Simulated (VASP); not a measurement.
# TiS2 in VASP: relaxation of cell and atoms with revPBE+D3(BJ)

Aim: the relaxation of cell and atoms of TiS2 with revPBE+D3(BJ).

All numbers are computed with VASP 6.6.1; they aren't measurements. Logs are shortened: lines on timing, memory, paths and dates and some standing lists are left out, and cuts for length are marked.

### Step 1. The structure

The cell holds a sheet with vacuum, 3 atoms: a = 3.400 Å, b = 3.400 Å, c = 18.860 Å, α = 90.00°, β = 90.00°, γ = 120.00°.

The cell was built by a generator and needn't be a form met in nature.

### Step 2. Relaxation of cell and atoms, revPBE+D3(BJ)

Input file INCAR:

```
PREC = Accurate
ENCUT = 600
EDIFF = 1E-6
ISMEAR = 0
SIGMA = 0.08
LREAL = False
LASPH = True
NELM = 120
ALGO = Fast
ISIF = 3
LWAVE = False
LCHARG = False
GGA = RE
IVDW = 12
IBRION = 2
NSW = 40
EDIFFG = -0.005
LATTICE_CONSTRAINTS = .TRUE. .TRUE. .FALSE.
KPAR = 2
```

Input file KPOINTS:

```
regular mesh
0
Gamma
  12 12 1
```

Input file POSCAR:

```
TiS2
1.0
    3.4000000000      0.0000000000      0.0000000000
   -1.7000000000      2.9444863700      0.0000000000
    0.0000000000      0.0000000000     18.8600000000
S Ti
2 1
Direct
    0.3333330000      0.6666670000      0.4241781500
    0.6666670000      0.3333330000      0.5758218500
    0.0000000000      0.0000000000      0.5000000000
```

Potentials or basis: VASP PAW PBE potentials, release 64 (S, Ti_sv).

On the command line:

```
$ cat potpaw_PBE.64/S/POTCAR potpaw_PBE.64/Ti_sv/POTCAR > POTCAR
$ mpirun -np 2 vasp_std > vasp.out
```

OUTCAR:

```text
PREC = Accurate
   ENCUT = 600
   EDIFF = 1E-6
   ISMEAR = 0
   LREAL = False
   LASPH = True
   NELM = 120
   ISIF = 3
   GGA = RE
   IVDW = 12
   IBRION = 2
   NSW = 40
   EDIFFG = -0.005
 IVDW          = 12

 ion  position               nearest neighbor table
   1  0.333  0.667  0.424-   3 2.43   3 2.43   3 2.43
   2  0.667  0.333  0.576-   3 2.43   3 2.43   3 2.43
   3  0.000  0.000  0.500-   1 2.43   2 2.43   1 2.43   2 2.43   2 2.43   1 2.43

  LATTYP: Found a hexagonal cell.
 ALAT       =     3.4000000000
 C/A-ratio  =     5.5470588235

  Lattice vectors:

 A1 = (   3.4000000000,   0.0000000000,   0.0000000000)
 A2 = (  -1.7000000000,   2.9444863700,   0.0000000000)
 A3 = (   0.0000000000,   0.0000000000,  18.8600000000)

Analysis of symmetry for initial positions (statically):
=====================================================================
 Subroutine PRICEL returns:
 Original cell was already a primitive cell.

 Routine SETGRP: Setting up the symmetry group for a
 hexagonal supercell.

 Subroutine GETGRP returns: Found 12 space group operations
 (whereof 12 operations were pure point group operations)
 out of a pool of 24 trial point group operations.

The static configuration has the point symmetry D_3d.

Analysis of symmetry for dynamics (positions and initial velocities):
=====================================================================
 Subroutine PRICEL returns:
 Original cell was already a primitive cell.

 Routine SETGRP: Setting up the symmetry group for a
 hexagonal supercell.

 Subroutine GETGRP returns: Found 12 space group operations
 (whereof 12 operations were pure point group operations)
 out of a pool of 24 trial point group operations.

The dynamic configuration has the point symmetry D_3d.

 Subroutine INISYM returns: Found 12 space group operations
 (whereof 12 operations are pure point group operations),
 and found     1 'primitive' translations

----------------------------------------------------------------------------------------

                                     Primitive cell

  volume of cell :     188.8122

  direct lattice vectors                    reciprocal lattice vectors
     3.400000000  0.000000000  0.000000000     0.294117647  0.169808903  0.000000000
    -1.700000000  2.944486370  0.000000000     0.000000000  0.339617806  0.000000000
     0.000000000  0.000000000 18.860000000     0.000000000  0.000000000  0.053022269

  length of vectors
     3.400000000  3.399999998 18.860000000     0.339617805  0.339617806  0.053022269

  position of ions in fractional coordinates (direct lattice)
     0.333333000  0.666667000  0.424178150
     0.666667000  0.333333000  0.575821850
     0.000000000  0.000000000  0.500000000

  ion indices of the primitive-cell ions
   primitive index   ion index
                 1           1
                 2           2
                 3           3

----------------------------------------------------------------------------------------

 KPOINTS: regular mesh

Automatic generation of k-mesh.
 Grid dimensions read from file:
 generate k-points for:   12   12    1

 Generating k-lattice:

  Cartesian coordinates                     Fractional coordinates (reciprocal lattice)
     0.024509804  0.014150742  0.000000000     0.083333333  0.000000000  0.000000000
     0.000000000  0.028301484  0.000000000     0.000000000  0.083333333  0.000000000
     0.000000000  0.000000000  0.053022269     0.000000000  0.000000000  1.000000000

  Length of vectors
     0.028301484  0.028301484  0.053022269

  Shift w.r.t. Gamma in fractional coordinates (k-lattice)
     0.000000000  0.000000000  0.000000000

 Subroutine IBZKPT returns following result:
 ===========================================

 Found     19 irreducible k-points:

 Following reciprocal coordinates:
            Coordinates               Weight
  0.000000  0.000000  0.000000      1.000000
  0.083333  0.000000  0.000000      6.000000
  0.166667 -0.000000  0.000000      6.000000
  0.250000 -0.000000  0.000000      6.000000
  0.333333  0.000000  0.000000      6.000000
  0.416667  0.000000  0.000000      6.000000
[... 11 lines left out ...]
  0.333333  0.250000  0.000000     12.000000
  0.333333  0.333333  0.000000      2.000000
   k-points           NKPTS =     19   k-points in BZ     NKDIM =     19   number of bands    NBANDS=     16
   number of dos      NEDOS =    301   number of ions     NIONS =      3
   total plane-waves  NPLWV = 125440
   dimension x,y,z NGX =    28 NGY =   28 NGZ =  160
   dimension x,y,z NGXF=    56 NGYF=   56 NGZF=  320
   ions per type =               2   1
   NGX,Y,Z   is equivalent  to a cutoff of  13.69, 13.69, 14.10 a.u.
   NGXF,Y,Z  is equivalent  to a cutoff of  27.38, 27.38, 28.21 a.u.
 SYSTEM =  unknown system
   PREC   = accura    normal or accurate (medium, high low for compatibility)
   ISTART =      0    job   : 0-new  1-cont  2-samecut
   ICHARG =      2    charge: 1-file 2-atom 10-const
   ISPIN  =      1    spin polarized calculation?
   LNONCOLLINEAR =      F non collinear calculations
   LSORBIT =      F    spin-orbit coupling
   LASPH  =      T    aspherical Exc in radial PAW
   ENCUT  =  600.0 eV  44.10 Ry    6.64 a.u.   6.79  6.79 37.67*2*pi/ulx,y,z
   NELM   =    120;   NELMIN=  2; NELMDL= -5     # of ELM steps
   EDIFF  = 0.1E-05   stopping-criterion for ELM
   LREAL  =      F    real-space projection
   EDIFFG = -.5E-02   stopping-criterion for IOM
   NSW    =     40    number of steps for IOM
   IBRION =      2    ionic relax: 0-MD 1-quasi-New 2-CG
   NFREE  =      1    steps in history (QN), initial steepest desc. (CG)
   ISIF   =      3    stress and relaxation
   ISYM   =      2    0-nonsym 1-usesym 2-fastsym
   POTIM  = 0.5000    time-step for ionic-motion
   TEBEG  =    0.0;   TEEND  =   0.0 temperature during run
   PSTRESS=    0.0 pullay stress
   NELECT =      24.0000    total number of electrons
   NUPDOWN=      -1.0000    fix difference up-down
   EMIN   =  10.00;   EMAX   =-10.00  energy-range for DOS
   EFERMI =   0.00;   METHOD = LEGACY
   ISMEAR =     0;   SIGMA  =   0.08  broadening in eV -4-tet -1-fermi 0-gaus
   EFERMI_NEDOS =   21; number of points for ismear=-14 and -15
   IALGO  =     68    algorithm
   IMIX   =      4    mixing-type and parameters
     AMIX     =   0.40;   BMIX     =  1.00
     AMIX_MAG =   1.60;   BMIX_MAG =  1.00
  volume/ion in A,a.u.               =      62.94       424.72
  Fermi-wavevector in a.u.,A,eV,Ry     =   0.823130  1.555490  9.218536  0.677543
  Thomas-Fermi vector in A             =   1.934587
   LORBIT       =      0    0 simple, 1 ext, 2 COOP (PROOUT), +10 PAW based schemes
   GGA     = RE    functional components
   LHFCALC =     F    Hartree Fock is set to
   AEXX    =    0.0000 exact exchange contribution
   IVDW    =    12    specifies the selected vdW correction
   LEPSILON=     F    determine dielectric tensor
   LRPA    =     F    only Hartree local field effects (RPA)
 conjugate gradient relaxation of ions
 non-spin polarized calculation
 RMM-DIIS sequential band-by-band and
 Gauss-broadening in eV      SIGMA  =   0.08
  energy-cutoff  :      600.00
  volume of cell :      188.81
 maximum number of plane-waves:      6345
 NGX is ok and might be reduce to    28
   NGX = 13   NGY = 13   NGZ = 75

--------------------------------------- Ionic step        1  -------------------------------------------

 number of electron      23.9999997 magnetization

 Free energy of the ion-electron system (eV)
  ---------------------------------------------------
  ext. energy  EPLUGINS =         0.00000000
  ---------------------------------------------------
  free energy    TOTEN  =       -19.11281310 eV

  energy without entropy =      -19.11081176  energy(sigma->0) =      -19.11181243

------------------------ aborting loop because EDIFF is reached ----------------------------------------

 Edisp (eV)   -1.66145

 E8    (eV) :    -1.1671

  FORCE on cell =-STRESS in cart. coord.  units (eV):
  Direction    XX          YY          ZZ          XY          YZ          ZX
  --------------------------------------------------------------------------------------
  -------------------------------------------------------------------------------------
  Total      -0.95544    -0.95544    -0.31859     0.00000     0.00000     0.00000
  in kB      -8.10740    -8.10740    -2.70342     0.00000     0.00000     0.00000
  external pressure =       -6.31 kB  Pullay stress =        0.00 kB

 VOLUME and BASIS-vectors are now :
 -----------------------------------------------------------------------------
  energy-cutoff  :      600.00
  volume of cell :      188.81
      direct lattice vectors                 reciprocal lattice vectors
     3.400000000  0.000000000  0.000000000     0.294117647  0.169808903  0.000000000
    -1.700000000  2.944486370  0.000000000     0.000000000  0.339617806  0.000000000
     0.000000000  0.000000000 18.860000000     0.000000000  0.000000000  0.053022269
[... 165 lines left out ...]
 POSITION                                       TOTAL-FORCE (eV/Angst)
 -----------------------------------------------------------------------------------
     -0.00000      1.93345      7.98494        -0.000000      0.000000      0.027512
      1.67442      0.96672     10.87506         0.000000     -0.000000     -0.027512
      0.00000      0.00000      9.43000        -0.000000      0.000000      0.000000
 -----------------------------------------------------------------------------------
    total drift:                                0.000000      0.000000      0.000000

  FREE ENERGIE OF THE ION-ELECTRON SYSTEM (eV)
  ---------------------------------------------------
  free  energy   TOTEN  =       -20.7867238881 eV

  energy  without entropy=      -20.7847953470  energy(sigma->0) =      -20.78575962

--------------------------------------- Ionic step        6  -------------------------------------------

 number of electron      23.9999998 magnetization

 Free energy of the ion-electron system (eV)
  ---------------------------------------------------
  ext. energy  EPLUGINS =         0.00000000
  ---------------------------------------------------
  free energy    TOTEN  =       -19.07830663 eV

  energy without entropy =      -19.07636232  energy(sigma->0) =      -19.07733448

 E-fermi :  -2.1552     XC(G=0):  -3.6547

 val. band max:       -2.4412429204   @ k =   0.0833   0.0000   0.0000
 cond. band min:      -2.1412279956   @ k =   0.5000  -0.0000   0.0000
 fundamental gap:      0.3000149248
 Fermi energy:        -2.1551990482

 k-point     1 :       0.0000    0.0000    0.0000
  band No.  band energies     occupation
      1     -59.8658      2.00000
      2     -36.0449      2.00000
      3     -35.9883      2.00000
      4     -35.9883      2.00000
      5     -15.8175      2.00000
      6     -14.6278      2.00000
[... 8 lines left out ...]
     15      -1.1006      0.00000
     16       1.5381      0.00000
[... 366 lines left out ...]
 POSITION                                       TOTAL-FORCE (eV/Angst)
 -----------------------------------------------------------------------------------
     -0.00000      1.93504      7.98819         0.000000     -0.000000     -0.001177
      1.67579      0.96752     10.87181        -0.000000      0.000000      0.001177
      0.00000      0.00000      9.43000        -0.000000      0.000000      0.000000
 -----------------------------------------------------------------------------------
    total drift:                               -0.000000     -0.000000      0.000000

  FREE ENERGIE OF THE ION-ELECTRON SYSTEM (eV)
  ---------------------------------------------------
  free  energy   TOTEN  =       -20.7868277274 eV

  energy  without entropy=      -20.7848834236  energy(sigma->0) =      -20.78585558

 reached required accuracy - stopping structural energy minimisation
```

Run time: 4.1 min. Hardware: 2 MPI ranks of Intel Xeon Platinum 8488C (Sapphire Rapids), shared host; peak memory 0.41 GiB.

What came out:

* Free energy: -20.7868 eV
* Relaxed volume: 61.16 Å³/atom
* Relaxed cell: a = 3.352 Å, b = 3.352 Å, c = 18.860 Å, α = 90.00°, β = 90.00°, γ = 120.00°
* Space group after relaxing (to 0.05 Å): P-3m1 (No. 164)
* Energy gained by relaxing: 4.2 meV/atom
* Ionic steps: 6
* Band gap on the k mesh: none (metal or under the smearing width)
* Dispersion energy per atom: -0.570 eV

Step by step:
| step | energy change (eV) | largest force (eV/Å) | pressure (GPa) | volume (Å³) |
| --- | --- | --- | --- | --- |
| 1 | 0.0000 | 0.0981 | -0.63 | 188.81 |
| 2 | -0.0081 | 0.2423 | 0.41 | 183.05 |
| 3 | -0.0104 | 0.1316 | 0.08 | 184.87 |
| 4 | -0.0117 | 0.0845 | 0.03 | 184.34 |
| 5 | -0.0125 | 0.0275 | -0.01 | 183.17 |
| 6 | -0.0126 | 0.0012 | 0.00 | 183.47 |

Final structure:
```yaml
crystal:
  lattice:
    - [3.35158, 0.00000, 0.00000]
    - [-1.67579, 2.90255, 0.00000]
    - [0.00000, 0.00000, 18.86000]
  atoms:
    - { symbol: S, position: [0.33333, 0.66667, 0.42355] }
    - { symbol: S, position: [0.66667, 0.33333, 0.57645] }
    - { symbol: Ti, position: [0.00000, 0.00000, 0.50000] }
```

Caveat: the PAW data sets were made with another functional, which shifts forces and pressure a little.
